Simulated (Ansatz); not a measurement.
A relaxation computed with Ansatz, from input to last step.

```yaml
crystal:
  lattice:
    - [3.612070961, 0.0, 0.0]
    - [-1.8060354805, 3.1281452125, 0.0]
    - [0.0, 0.0, 30.6077879678]
  atoms:
    - { symbol: Tl, position: [0.0, 0.0, 0.0] }
    - { symbol: Tl, position: [0.3333333333, 0.6666666667, 0.0909090909] }
    - { symbol: Tl, position: [0.6666666667, 0.3333333333, 0.1818181818] }
    - { symbol: Tl, position: [0.3333333333, 0.6666666667, 0.2727272727] }
    - { symbol: Tl, position: [0.0, 0.0, 0.3636363636] }
    - { symbol: Tl, position: [0.3333333333, 0.6666666667, 0.4545454545] }
    - { symbol: Tl, position: [0.0, 0.0, 0.5454545455] }
    - { symbol: Tl, position: [0.3333333333, 0.6666666667, 0.6363636364] }
    - { symbol: Tl, position: [0.0, 0.0, 0.7272727273] }
    - { symbol: Tl, position: [0.3333333333, 0.6666666667, 0.8181818182] }
    - { symbol: Tl, position: [0.6666666667, 0.3333333333, 0.9090909091] }
basis:
  ecutwfc: 420
kpoints:
  mp_grid: { grid: [15, 15, 2] }
hamiltonian:
  xc: pbe
scf:
  occupations: { method: gaussian, width: 0.1 }
output:
  forces: true
  stress: true
  eigenvalues: true
  populations: true
relax:
  adjacent_minimum: "off"
  f_tol: 0.01
  max_steps: 45
  cell: { stress_tol: 0.05 }
```

```bash
ansatz run input.yaml --threads 1 --pin off --max-ram 2560MiB --backend cpu --events-out ev --progress --plain --runs-dir out
```

The calculation used Ansatz 0.2.0, DFT PBE, scalar-relativistic, plane waves, PAW.

Of 6 frames 6 are shown, positions in Å and forces in eV/Å; the SCF threshold varies from step to step. Steps run on the plane waves of an earlier cell, with a Pulay correction in the pressure. The basis is chosen afresh for the last frame, the zero of the energies, and can be on the way; energy and pressure step there, also at an unchanged geometry.

```xyz
11
Lattice="3.6121 0.0000 0.0000 -1.8060 3.1281 0.0000 0.0000 0.0000 30.6078" Properties=species:S:1:pos:R:3:forces:R:3 pbc="T T T" step=1 free_energy_over_end_meV_per_atom=0.95 pressure_GPa=-0.09
Tl    0.0000    0.0000    0.0000    0.0000    0.0000   -0.0480
Tl    0.0000    2.0854    2.7825    0.0000    0.0000    0.0640
Tl    1.8060    1.0427    5.5651    0.0000    0.0000   -0.0450
Tl    0.0000    2.0854    8.3476    0.0000    0.0000   -0.0200
Tl    0.0000    0.0000   11.1301    0.0000    0.0000    0.0680
Tl    0.0000    2.0854   13.9126    0.0000    0.0000   -0.0250
Tl    0.0000    0.0000   16.6952    0.0000    0.0000   -0.0050
Tl    0.0000    2.0854   19.4777    0.0000    0.0000    0.0190
Tl    0.0000    0.0000   22.2602    0.0000    0.0000   -0.0170
Tl    0.0000    2.0854   25.0427    0.0000    0.0000   -0.0470
Tl    1.8060    1.0427   27.8253    0.0000    0.0000    0.0580
11
Lattice="3.6001 0.0000 0.0000 -1.8000 3.1177 0.0000 0.0000 0.0000 30.7277" Properties=species:S:1:pos:R:3:forces:R:3 pbc="T T T" step=2 free_energy_over_end_meV_per_atom=0.26 pressure_GPa=-0.04
Tl    0.0000    0.0000   -0.0054    0.0000    0.0000   -0.0040
Tl    0.0000    2.0785    2.8108    0.0000    0.0000    0.0120
Tl    1.8000    1.0392    5.5803    0.0000    0.0000   -0.0070
Tl    0.0000    2.0785    8.3828    0.0000    0.0000   -0.0050
Tl    0.0000    0.0000   11.2008    0.0000    0.0000    0.0140
Tl    0.0000    2.0785   13.9702    0.0000    0.0000   -0.0010
Tl    0.0000    0.0000   16.7588    0.0000    0.0000   -0.0030
Tl    0.0000    2.0785   19.5511    0.0000    0.0000    0.0030
Tl    0.0000    0.0000   22.3291    0.0000    0.0000   -0.0050
Tl    0.0000    2.0785   25.1186    0.0000    0.0000   -0.0120
Tl    1.8000    1.0392   27.9417    0.0000    0.0000    0.0080
11
Lattice="3.5854 0.0000 0.0000 -1.7927 3.1050 0.0000 0.0000 0.0000 30.8949" Properties=species:S:1:pos:R:3:forces:R:3 pbc="T T T" step=3 free_energy_over_end_meV_per_atom=-0.01 pressure_GPa=0.01
Tl    0.0000    0.0000   -0.0025    0.0000    0.0000    0.0010
Tl    0.0000    2.0700    2.8369    0.0000    0.0000   -0.0060
Tl    1.7927    1.0350    5.6143    0.0000    0.0000    0.0050
Tl    0.0000    2.0700    8.4340    0.0000    0.0000    0.0040
Tl    0.0000    0.0000   11.2767    0.0000    0.0000   -0.0070
Tl    0.0000    2.0700   14.0525    0.0000    0.0000    0.0030
Tl    0.0000    0.0000   16.8475    0.0000    0.0000    0.0020
Tl    0.0000    2.0700   19.6510    0.0000    0.0000   -0.0040
Tl    0.0000    0.0000   22.4350    0.0000    0.0000    0.0020
Tl    0.0000    2.0700   25.2381    0.0000    0.0000    0.0040
Tl    1.7927    1.0350   28.0910    0.0000    0.0000   -0.0030
11
Lattice="3.5817 0.0000 0.0000 -1.7909 3.1019 0.0000 0.0000 0.0000 30.9913" Properties=species:S:1:pos:R:3:forces:R:3 pbc="T T T" step=4 free_energy_over_end_meV_per_atom=-0.02 pressure_GPa=-0.03
Tl    0.0000    0.0000   -0.0031    0.0000    0.0000   -0.0070
Tl    0.0000    2.0679    2.8392    0.0000    0.0000    0.0090
Tl    1.7909    1.0340    5.6347    0.0000    0.0000   -0.0040
Tl    0.0000    2.0679    8.4642    0.0000    0.0000   -0.0050
Tl    0.0000    0.0000   11.3052    0.0000    0.0000    0.0110
Tl    0.0000    2.0679   14.0971    0.0000    0.0000   -0.0030
Tl    0.0000    0.0000   16.9023    0.0000    0.0000   -0.0030
Tl    0.0000    2.0679   19.7093    0.0000    0.0000    0.0060
Tl    0.0000    0.0000   22.5083    0.0000    0.0000   -0.0040
Tl    0.0000    2.0679   25.3229    0.0000    0.0000   -0.0070
Tl    1.7909    1.0340   28.1763    0.0000    0.0000    0.0070
11
Lattice="3.5783 0.0000 0.0000 -1.7892 3.0989 0.0000 0.0000 0.0000 31.0136" Properties=species:S:1:pos:R:3:forces:R:3 pbc="T T T" step=5 free_energy_over_end_meV_per_atom=-0.05 pressure_GPa=0.00
Tl    0.0000    0.0000   -0.0046    0.0000    0.0000   -0.0010
Tl    0.0000    2.0659    2.8445    0.0000    0.0000    0.0020
Tl    1.7892    1.0330    5.6403    0.0000    0.0000   -0.0020
Tl    0.0000    2.0659    8.4714    0.0000    0.0000   -0.0010
Tl    0.0000    0.0000   11.3190    0.0000    0.0000    0.0020
Tl    0.0000    2.0659   14.1088    0.0000    0.0000   -0.0010
Tl    0.0000    0.0000   16.9136    0.0000    0.0000    0.0000
Tl    0.0000    2.0659   19.7234    0.0000    0.0000    0.0010
Tl    0.0000    0.0000   22.5200    0.0000    0.0000    0.0000
Tl    0.0000    2.0659   25.3357    0.0000    0.0000   -0.0010
Tl    1.7892    1.0330   28.1960    0.0000    0.0000    0.0010
11
Lattice="3.5783 0.0000 0.0000 -1.7892 3.0989 0.0000 0.0000 0.0000 31.0136" Properties=species:S:1:pos:R:3:forces:R:3 pbc="T T T" step=6 free_energy_over_end_meV_per_atom=0.00 pressure_GPa=0.00
Tl    0.0000    0.0000   -0.0046    0.0000    0.0000   -0.0010
Tl    0.0000    2.0659    2.8445    0.0000    0.0000    0.0020
Tl    1.7892    1.0330    5.6403    0.0000    0.0000   -0.0020
Tl    0.0000    2.0659    8.4714    0.0000    0.0000   -0.0010
Tl    0.0000    0.0000   11.3190    0.0000    0.0000    0.0020
Tl    0.0000    2.0659   14.1088    0.0000    0.0000   -0.0010
Tl    0.0000    0.0000   16.9136    0.0000    0.0000    0.0000
Tl    0.0000    2.0659   19.7234    0.0000    0.0000    0.0010
Tl    0.0000    0.0000   22.5200    0.0000    0.0000    0.0000
Tl    0.0000    2.0659   25.3357    0.0000    0.0000   -0.0010
Tl    1.7892    1.0330   28.1960    0.0000    0.0000    0.0010
```

The run took 6.7 min on 1 thread of Intel(R) Xeon(R) 6975P-C (Granite Rapids) (shared host), peak memory 1.3 GiB.

Spin–orbit coupling is left out, which can shift energies with elements as heavy as these.